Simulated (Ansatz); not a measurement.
**AgCl (Fm-3m): phonons**

Method: PBEsol, all-electron LAPW in Ansatz 0.2.0, scalar-relativistic.

Cell and atoms were relaxed beforehand by PAW with this functional.

Launched as:

```sh
ansatz run input.yaml --threads 1 --pin off --max-ram 3072MiB --backend cpu --events-out ev --progress --plain --runs-dir out
```

Input:

```yaml
crystal:
  lattice:
    - [0.0, 2.72375145129, 2.72375145129]
    - [2.72375145129, 0.0, 2.72375145129]
    - [2.72375145129, 2.72375145129, 0.0]
  atoms:
    - { symbol: Ag, position: [0.0, 0.0, 0.0] }
    - { symbol: Cl, position: [0.5, 0.5, 0.5] }
kpoints:
  mp_grid: { grid: [8, 8, 8] }
scf:
  occupations: { method: fixed }
hamiltonian:
  xc: pbesol
  pseudopotentials: { kind: all_electron, lapw: { basis_error: 0.001 } }
phonons:
  qmesh: [2, 2, 2]
  qpath:
    path:
      - [0.0, 0.0, 0.0]
      - [0.5, 0.0, 0.5]
      - [0.625, 0.25, 0.625]
      - [0.375, 0.375, 0.75]
      - [0.0, 0.0, 0.0]
      - [0.5, 0.5, 0.5]
      - [0.5, 0.25, 0.75]
      - [0.5, 0.0, 0.5]
    npoints: 6
  temperatures: { t_min: 0, t_max: 1000, t_step: 100 }
```

Output:

```
Warning: RAYON_NUM_THREADS=1 ignored (pool sized by the plan → 1); use --threads N
LAPW: plane waves up to 7.818 Å⁻¹, error target 1.0e-3 eV per atom; small_component_spin mean_spin; Cl in spheres of 1.178 Å, 15 of its electrons in bands, Dirac shells []; Ag in spheres of 1.464 Å, 19 of its electrons in bands, ...
Engine: ansatz 0.2.0, x86_64-unknown-linux-gnu
Pseudopotentials: kind: all_electron
Pseudopotential: Ag, LAPW, valence charge 19, lapw/all_electron/scalar/gaussian/Ag, Koelling and Harmon's equation, gaussian nucleus
Pseudopotential: Cl, LAPW, valence charge 15, lapw/all_electron/scalar/gaussian/Cl, Koelling and Harmon's equation, gaussian nucleus
Functional definition: PBEsol
  exchange = pbesol_x
  correlation = pbesol_c
davidson cushion auto → on  (no smearing: the cushion is to keep the highest requested band from converging to the state above it; pin scf.eigensolver.cushion to override)
Crystal: 4 atoms, lattice volume = 80.828 Å³
Basis set: ecut = 232.88193926301733 eV, 657 PW (Γ), FFT grids on a1, a2, −a1+a2+a3, exchange–correlation at level 2
Bands: 41, of which v1, the nominal top of the filled ones, is band 34 counted from 1 (33 counted from 0)
[... 107 lines left out ...]
  ASR residual: 1.639e-4 → 0.000e0 eV/Å²; symmetrization residual: 2.231e-4 eV/Å²
  largest component of a force at the reference: 1.6e-30 eV/Å
  ASR residual per site (eV/Å²): 1.64e-4 8.18e-5
  Γ frequencies (cm⁻¹): 0.00 0.00 0.00 116.24 116.24 116.24
--- Phonons (by wavevector): 3 wavevectors in 2 supercells ---
  supercell 1 (2 cells, vectors [1, 0, 0], [0, 1, -1], [0, 0, 2] in multiples of the cell's): 2 displaced members by 0.01 Å; free energy -314256.231461 eV; taken off its force constants: by the sum rule 1.8e-4, by the ...
  symmetry images taken by strict's conditions (phonons.symmetry_images: auto; settled by no image being taken that strict refuses)
  supercell 2 (2 cells, vectors [1, 0, 0], [0, 1, 0], [0, 0, 2] in multiples of the cell's): 2 displaced members by 0.01 Å; free energy -314256.231461 eV; taken off its force constants: by the sum rule 1.6e-4, by the ...
  symmetry images taken by strict's conditions (phonons.symmetry_images: auto; settled by no image being taken that strict refuses)
  q = [0.0000, 0.0000, 0.0000] (star 1, supercell 1; hermiticity 0.00e0, symmetrization 1.26e-4): -0.00 0.00 0.00 116.24 116.24 116.24
  q = [0.0000, 0.0000, -0.5000] (star 4, supercell 2; hermiticity 1.01e-16, symmetrization 6.97e-16): 49.98 49.98 65.40 65.40 101.57 196.65
  q = [0.0000, -0.5000, -0.5000] (star 3, supercell 1; hermiticity 1.38e-16, symmetrization 3.16e-16): 31.07 31.07 50.62 153.84 153.84 190.18
  joined force constants: q→R imaginary residual 5.42e-17
  density of states and harmonic sums: on the 20×20×20 q-mesh, interpolated from the force constants of a 2×2×2 supercell (no non-analytic term)
  largest difference from the sums on the solved wave vectors: F 7.20e-2 eV, S 1.04e-4 and C_V 3.23e-5 eV/K
```

Self-consistency was reached.

Zone-centre phonons:

Harmonic phonons of a crystal by Kohn-Sham DFT at the given cell, standard atomic masses, acoustic sum rule imposed; negative wavenumbers are unstable modes; optical zone-centre levels upwards with Mulliken labels, activity, and the element with most of the kinetic energy.

```json
{
  "Point group": "m-3m"
}
```

```csv
number,phonon wavenumber (cm⁻¹),label,infrared,raman,lead element
1,116.2,T1u,yes,no,Cl
```

**Harmonic thermodynamics**

Sums over wave vectors interpolated from the q mesh.

* Zero point energy: 17.55 meV/atom

| temperature (K) | phonon heat capacity (k_B/atom) | phonon entropy (k_B/atom) | phonon free energy (meV/atom) |
| --- | --- | --- | --- |
| 100 | 2.512 | 2.875 | 5.89 |
| 200 | 2.858 | 4.757 | -27.76 |
| 300 | 2.935 | 5.934 | -74.14 |
| 400 | 2.963 | 6.782 | -129.1 |
| 500 | 2.976 | 7.445 | -190.5 |
| 600 | 2.983 | 7.988 | -257.1 |
| 700 | 2.988 | 8.448 | -327.9 |
| 800 | 2.991 | 8.848 | -402.5 |
| 900 | 2.992 | 9.2 | -480.3 |
| 1000 | 2.994 | 9.515 | -561 |

Phonons on the q mesh:

One row a degenerate set, branches counted upwards.

* Unstable phonons: no

```tsv
point	q a (r.l.u.)	q b (r.l.u.)	q c (r.l.u.)	branch	phonon wavenumber (cm⁻¹)	degeneracy
Gamma	0	0	0	4	116.2	3
L	0.5	0	0	1	50	2
L	0.5	0	0	3	65.4	2
L	0.5	0	0	5	101.6	1
L	0.5	0	0	6	196.6	1
X	0.5	0.5	0	1	31.1	2
X	0.5	0.5	0	3	50.6	1
X	0.5	0.5	0	4	153.8	2
X	0.5	0.5	0	6	190.2	1
```

Caveats: no LO-TO term at the zone centre; no LO-TO term in the interpolation; coarse q mesh.

Time and hardware: 2 min on 1 thread of AMD EPYC 9R45 96-Core Processor (Zen 5) (shared host), peak memory 0.63 GiB.
